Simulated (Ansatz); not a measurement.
**Au: the crystal squeezed far**

One table from this session's results is given with a row withheld; the runs are named, their logs left out.

Method: DFT PBE, with the methods named in each step, in Ansatz 0.2.0.

## Starting point

It takes space group P6_3/mmc (No. 194, hexagonal). Conventional cell: a = 2.942 Å, b = 2.942 Å, c = 9.602 Å, α = 90.00°, β = 90.00°, γ = 120.00°. Around Au (site symmetry -3m) lie 12 Au at 2.94 Å. Au (site symmetry -6m2) has 12 Au at 2.94 Å as nearest neighbours.

Coordinates:

```xyz
4
Lattice="2.9424 0.0000 0.0000 -1.4712 2.5482 0.0000 0.0000 0.0000 9.6022" Properties=species:S:1:pos:R:3 pbc="T T T"
Au    0.0000    0.0000    0.0000
Au    0.0000    0.0000    4.8011
Au    0.0000    1.6988    2.4005
Au    1.4712    0.8494    7.2016
```

Whether this phase is the stable one at these pressures isn't tested.

Atoms are numbered in the order of the input: Au1, Au2, Au3, Au4.

Set-up of the first run:

input.yaml reads:

```yaml
crystal:
  lattice:
    - [2.9424042938, 0.0, 0.0]
    - [-1.4712021469, 2.5481968667, 0.0]
    - [0.0, 0.0, 9.6021708703]
  atoms:
    - { symbol: Au, position: [0.0, 0.0, 0.0] }
    - { symbol: Au, position: [0.0, 0.0, 0.5] }
    - { symbol: Au, position: [0.3333333333, 0.6666666667, 0.25] }
    - { symbol: Au, position: [0.6666666667, 0.3333333333, 0.75] }
kpoints:
  mp_grid: { grid: [12, 12, 4] }
  band_path:
    path:
      - [0.0, 0.0, 0.0]
      - [0.5, 0.0, 0.0]
      - [0.3333333333, 0.3333333333, 0.0]
      - [0.0, 0.0, 0.0]
      - [0.0, 0.0, 0.5]
      - [0.5, 0.0, 0.5]
      - [0.3333333333, 0.3333333333, 0.5]
      - [0.0, 0.0, 0.5]
      - [0.5, 0.0, 0.5]
    npoints: 14
scf:
  occupations: { method: fermi_dirac, width: 0.1 }
hamiltonian:
  xc: pbe
  pseudopotentials: { kind: all_electron, lapw: { basis_error: 0.001 } }
output:
  forces: true
  stress: true
  eigenvalues: true
  populations: true
  dos: { projected: true, de: 0.2, e_range: [-14, 8] }
```

On the command line:

```bash
ansatz run input.yaml --threads 1 --pin off --max-ram 3072MiB --backend cpu --events-out ev --progress --plain --runs-dir out
```

Among the steps run: The reference volume, LAPW; Volume scaled by 1, crystal datasets; Volume scaled by 1, norm-conserving; Volume scaled by 0.7, LAPW; Volume scaled by 0.7, crystal datasets; Volume scaled by 0.6, LAPW; Volume scaled by 0.6, norm-conserving; Volume scaled by 0.5, LAPW; Volume scaled by 0.4, LAPW; Volume scaled by 0.4, crystal datasets; Volume scaled by 0.4, norm-conserving.

One of the session's tables, all rows but one given; the rest of the session is left out.

```
          method  volume over the first  volume (Å³/atom)  pressure (GPa)
            LAPW                      1            17.999           -0.02
            LAPW                    0.7            12.599          137.05
            LAPW                    0.6            10.799          298.39
            LAPW                    0.5             8.999          652.44
            LAPW                    0.4             7.200         1509.08
             PAW                      1            17.999            0.00
             PAW                    0.7            12.599          137.21
             PAW                    0.6            10.799          298.56
             PAW                    0.5             8.999          652.75
             PAW                    0.4             7.200         1509.56
PAW (core large)                    0.4             7.200         1523.00
crystal datasets                      1            17.999           -0.02
crystal datasets                    0.7            12.599          137.06
crystal datasets                    0.4             7.200         1509.08
 norm-conserving                      1            17.999            0.05
 norm-conserving                    0.6                 ?               ?
 norm-conserving                    0.4             7.200         1514.39
```

Q: Estimate the row for norm-conserving, 0.6 from the others.

**Answer.** volume (Å³/atom): 10.799; pressure (GPa): 299.19.

To keep in mind: Rows by PAW come from runs of the same series that aren't printed here. A fit over so wide a range leans to the high pressures, so B₀ can be off by several per cent. Spin-orbit coupling is left out, though the cell holds Au; in elements this heavy it can shift bands and gaps by tenths of an eV. Warnings in the runs' records: crystal datasets made, datasets by core.
